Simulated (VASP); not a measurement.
The system is Sb.

```xyz
16
Lattice="6.7091 0.0000 0.0000 -3.3545 5.8102 0.0000 0.0000 0.0000 10.9403" Properties=species:S:1:pos:R:3 pbc="T T T"
Sb    1.6773    0.9684    4.1026
Sb    1.6773    0.9684    9.5728
Sb    0.0000    3.8735    4.1026
Sb    0.0000    3.8735    9.5728
Sb    5.0318    0.9684    4.1026
Sb    5.0318    0.9684    9.5728
Sb    3.3545    3.8735    4.1026
Sb    3.3545    3.8735    9.5728
Sb    0.0000    1.9367    1.3675
Sb    0.0000    1.9367    6.8377
Sb   -1.6773    4.8419    1.3675
Sb   -1.6773    4.8419    6.8377
Sb    3.3545    1.9367    1.3675
Sb    3.3545    1.9367    6.8377
Sb    1.6773    4.8419    1.3675
Sb    1.6773    4.8419    6.8377
```

This isn't the form of Sb at room conditions, which is rhombohedral.

| Quantity | Value |
| --- | --- |
| Program | VASP 6.6.1 |
| Task | phonon dispersion |
| Functional | PBE |
| Potentials or basis | VASP PAW PBE potentials, release 64 (Sb) |
| Cutoff | 520 eV |
| k mesh | 3 × 3 × 2 |
| Occupations | gaussian, width 0.02 eV |
| Spin | no spin polarisation |
| Long-range dipole term | no |
| Supercell matrix | [2, 0, 0, 0, 2, 0, 0, 0, 2] |
| Further INCAR settings | LREAL = Auto; ALGO = Normal; EDIFF = 1e-07; IBRION = 6; POTIM = 0.015; NSW = 1 |

Problem. Is this structure dynamically stable at this level, and how far does the spectrum reach?

Solution. Probably: the only imaginary values, down to 10i cm⁻¹ near q = (0.21, 0.00, 0.00), are small enough to come from the interpolation. The highest frequency is 116 cm⁻¹.

Phonon frequencies at the corners of the path (cm⁻¹, interpolated; i marks imaginary ones):
| point | frequencies |
| --- | --- |
| Γ | 0 0 0 29 29 116 |
| M | 12 48 51 56 76 104 |
| K | 49 49 65 73 73 80 |
| A | 13 13 13 13 99 99 |
| L | 15 15 42 42 58 58 |
| H | 26 26 41 41 48 48 |

A q mesh this small can miss soft modes between its points.

Caveat: the k mesh is coarse (spacing up to 0.36 Å⁻¹), so the values aren't converged; some modes are imaginary.
